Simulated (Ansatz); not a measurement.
**KI (Pm-3m): G0W0 against its settings**

A 2-atom cell of KI (Pm-3m) from a materials database, relaxed with r2SCAN; one-shot G0W0 in Ansatz without spin-orbit coupling. Calculated for a static, non-magnetic cell.

```yaml
crystal:
  lattice:
    - [4.29109, 0.00000, 0.00000]
    - [0.00000, 4.29109, 0.00000]
    - [0.00000, 0.00000, 4.29109]
  atoms:
    - { symbol: K, position: [0.00000, 0.00000, 0.00000] }
    - { symbol: I, position: [0.50000, 0.50000, 0.50000] }
```

Gaps are read over the mesh points alone. G0W0 values are finite-basis, finite-mesh values.
```csv
start,potentials,frequency model,mesh,empty bands,screening cutoff (eV),Kohn-Sham gap (eV),G0W0 gap (eV),rough cost
r2SCAN,PAW,contour deformation,4×4×4,297,140,4.04,5.62,2.6 core-minutes
r2SCAN,PAW,contour deformation,4×4×4,546,210,4.04,5.65,11 core-minutes
HSE06,PAW,contour deformation,4×4×4,297,140,4.31,5.72,6 core-minutes
LDA,PAW,contour deformation,4×4×4,297,140,2.98,5.06,2.2 core-minutes
PBE,PAW,contour deformation,4×4×4,297,140,3.33,5.25,2.2 core-minutes
r2SCAN,PAW,Godby-Needs pole,4×4×4,297,140,4.04,5.60,4 core-minutes
r2SCAN,PAW,contour deformation,4×4×4,128,80,4.04,5.46,40 core-seconds
r2SCAN,norm-conserving,contour deformation,4×4×4,297,140,4.04,5.63,6 core-minutes
```

The quasiparticle gap on this mesh is 5.65 eV (M to Γ), against 4.04 eV from r2SCAN: +1.61 eV. Renormalisation factors Z lie between 0.80 and 0.85.

Raising bands and cutoff together moves the gap by +0.16 eV (80 to 140 eV), then +0.03 eV (140 to 210 eV); the last step is still large, so the basis limit isn't reached. Starting from HSE06 (4.31 eV against r2SCAN's 4.04 eV) gives 5.72 eV, +0.10 eV from G0W0@r2SCAN at the same screening cutoff. Starting from LDA (2.98 eV against r2SCAN's 4.04 eV) gives 5.06 eV, -0.56 eV from G0W0@r2SCAN at the same screening cutoff. Starting from PBE (3.33 eV against r2SCAN's 4.04 eV) gives 5.25 eV, -0.37 eV from G0W0@r2SCAN at the same screening cutoff. The Godby-Needs plasmon pole differs from contour deformation by -0.02 eV. Norm-conserving potentials (wave cutoff 1240 eV against 500 eV) shift the quasiparticle gap by +0.01 eV and the r2SCAN gap by 0.00 eV. r2SCAN runs take a wave cutoff of 500 eV.
